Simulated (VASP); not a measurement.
# Cd: convergence, self-consistent run

Cd, P6_3/mmc (no. 194), 2 atoms in the cell. R2SCAN; PAW potentials Cd (PBE set). VASP 6.6.1.

Wanted: energy within 0.2 meV/atom; Fermi level within 0.005 eV.

What the run is for: comparing ways to start; Accuracy asked: tight.

POSCAR:
```
Cd
1.0
    2.9788700000      0.0000000000      0.0000000000
   -1.4894350000      2.5797770946      0.0000000000
    0.0000000000      0.0000000000      5.6176500000
Cd
2
Direct
    0.6666666667      0.3333333333      0.7500000000
    0.3333333333      0.6666666667      0.2500000000
```

## How the run starts (with a second run first, the time holds both)

| How the run starts (with a second run first, the time holds both) | Energy less reference (meV/atom) | Fermi level (eV) | Time (s) |
|---|---|---|---|
| from scratch: 26 SCF iterations | 0.00 | 2.9811 | 102 |
| PBE orbitals (WAVECAR): 11 + 12 SCF iterations | -0.01 | 2.9819 | 65 |
| PBE density (CHGCAR): 11 + 26 SCF iterations | -0.01 | 2.9815 | 117 |
| loose PBE orbitals: 8 + 12 SCF iterations | -0.01 | 2.9819 | 61 |

## Question

For each series: keep the first row unless others stay within half of the tolerance and take at least 30 % less time, and then take the fastest.

## Answer

- How the run starts (with a second run first, the time holds both): loose PBE orbitals: 8 + 12 SCF iterations

## All choices together

| Input | Energy less reference (meV/atom) | Fermi level (eV) | Time (s) |
|---|---|---|---|
| chosen settings | -0.01 | 2.9819 | 61 |
| reference settings throughout | 0.00 | 2.9811 | 102 |

The tolerance is met.

## The input

INCAR.step1:
```
SYSTEM = Cd
  ISMEAR = 1
  SIGMA = 0.1
  LWAVE = .TRUE.
  LCHARG = .TRUE.
  ISIF = 2
  PREC = Accurate
  LASPH = .TRUE.
  LREAL = .FALSE.
  ALGO = Normal
  EDIFF = 0.001
  NELM = 120
  GGA_COMPAT = .FALSE.
  ENCUT = 440
  GGA = PE
```

INCAR.step2:
```
SYSTEM = Cd
  METAGGA = R2SCAN
  ISMEAR = 1
  SIGMA = 0.1
  LWAVE = .FALSE.
  LCHARG = .FALSE.
  ISIF = 2
  PREC = Accurate
  LASPH = .TRUE.
  LREAL = .FALSE.
  ALGO = Normal
  EDIFF = 1E-6
  NELM = 120
  GGA_COMPAT = .FALSE.
  ENCUT = 440
  LMIXTAU = .TRUE.
  ISTART = 1
```

KPOINTS:
```
k-points
0
Gamma
  13 13 6
```

Commands (each step's output is kept before the next begins):
```
cat potpaw_PBE.64/Cd/POTCAR > POTCAR
cp INCAR.step1 INCAR
mpirun -np 1 vasp_std > vasp.out
cp INCAR.step2 INCAR
mpirun -np 1 vasp_std > vasp.out
```

The chosen input took VASP 6.6.1 61 s on 1 core (Intel Xeon 6975P-C (Granite Rapids)), a shared host.
